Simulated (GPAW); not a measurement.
The system is Se.

```
CELL_PARAMETERS angstrom
4.36620 0.00000 0.00000
-2.18310 3.78124 0.00000
0.00000 0.00000 4.95360
ATOMIC_POSITIONS crystal
Se 0.77460 0.77460 0.00000
Se 0.00000 0.22540 0.66667
Se 0.22540 0.00000 0.33333
```

- Program: GPAW 26.7.0
- Task: relaxation of cell and atoms
- Functional: r2SCAN
- Potentials or basis: GPAW PAW data sets (gpaw-data 1.2.1)
- Cutoff: 600 eV
- Basis: pw
- k mesh: 5 × 5 × 4
- Occupations: fermi-dirac, width 0.05 eV
- Spin: no spin polarisation

At the start: pressure 1.3 GPa; volume 27.26 Å³/atom.

Q: How do energy, volume and symmetry change on relaxing?

A: Over 13 steps the energy falls by 5.1 meV/atom and the volume is 29.04 Å³/atom (+6.5 %); space group P3_121 (No. 152, to 0.05 Å).

Step by step:
```
step  energy change (eV)  largest force (eV/Å)  pressure (GPa)  volume (Å³)
   1              0.0000                0.0571            1.28        81.78
   2             -0.0022                0.0114            1.03        82.04
   3             -0.0065                0.1284            0.19        83.05
   4             -0.0074                0.1376            0.06        83.35
   5             -0.0108                0.1047           -0.20        84.56
   6             -0.0119                0.0430           -0.10        84.95
   7             -0.0121                0.0009            0.04        84.96
   8             -0.0123                0.0131            0.11        84.93
   9             -0.0126                0.0344            0.22        84.95
  10             -0.0133                0.0546            0.33        85.17
  11             -0.0142                0.0613            0.36        85.79
  12             -0.0151                0.0385            0.23        86.61
  13             -0.0154                0.0096            0.06        87.13
```

Final structure:
```yaml
crystal:
  lattice:
    - [4.49123, -0.00001, 0.00000]
    - [-2.24562, 3.88951, 0.00000]
    - [0.00000, 0.00000, 4.98755]
  atoms:
    - { symbol: Se, position: [0.78208, 0.78208, 0.00000] }
    - { symbol: Se, position: [0.00000, 0.21792, 0.66667] }
    - { symbol: Se, position: [0.21792, 0.00000, 0.33333] }
```

Caveat: later steps reuse the first step's grids; the PAW data sets were made with another functional, which shifts forces and pressure a little.
